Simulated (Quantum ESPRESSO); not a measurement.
# Ti3Al under changes of volume

One of the cells (17.120 Å³/atom); the others are scaled copies at fixed shape and fractional positions:

```
Ti Al
1.0
     2.92754    0.00000    0.00000
    -1.46377    2.53533    0.00000
     0.00000    0.00000    9.22636
Ti Al
3 1
Direct
  0.33333 0.66667 0.24941
  0.33333 0.66667 0.75059
  0.66667 0.33333 0.00000
  0.66667 0.33333 0.50000
```

The cell comes from a database or a generator and needn't be the stable form of this composition.

```yaml
Program: Quantum ESPRESSO 7.5
Functional: r2SCAN
Potentials_or_basis: SG15 PBE 1.2
Cutoff: 1020 eV
Density_cutoff: 4082 eV
k_mesh: 6 × 6 × 2
Occupations: fermi-dirac, width 0.05 eV
Spin: no spin polarisation
```

| volume (Å³/atom) | energy over the lowest point (meV/atom) | pressure (GPa) | largest force (eV/Å) |
| --- | --- | --- | --- |
| 16.093 | ? | ? | ? |
| 16.435 | 9.28 | 4.8 | 0.057 |
| 16.778 | 1.87 | 2.1 | 0.044 |
| 17.120 | 0.00 | -0.3 | 0.030 |
| 17.463 | 3.18 | -2.6 | 0.016 |
| 17.805 | 10.94 | -4.6 | 0.002 |
| 18.147 | 22.89 | -6.5 | 0.013 |

What does the run at 16.093 Å³/atom give?

Energy over the lowest point 22.79 meV/atom; pressure 7.8 GPa; largest force 0.070 eV/Å.

Worked out: A Birch-Murnaghan fit of order 3 (a polynomial in V^(-2/3)) to the other rows has its minimum at 17.07 Å³/atom with B0 = V·E''(V) = 119 GPa and B' = 3.6 at fixed shape and positions, which overstates the stiffness. It gives 22.73 meV/atom at 16.093 Å³/atom, against the run's 22.79, and -dE/dV = 7.8 GPa, against 7.8.

Energies are extrapolated to zero smearing.

Caveats: all runs use coarse meshes; the potentials were made for another functional, which shifts forces and pressure.
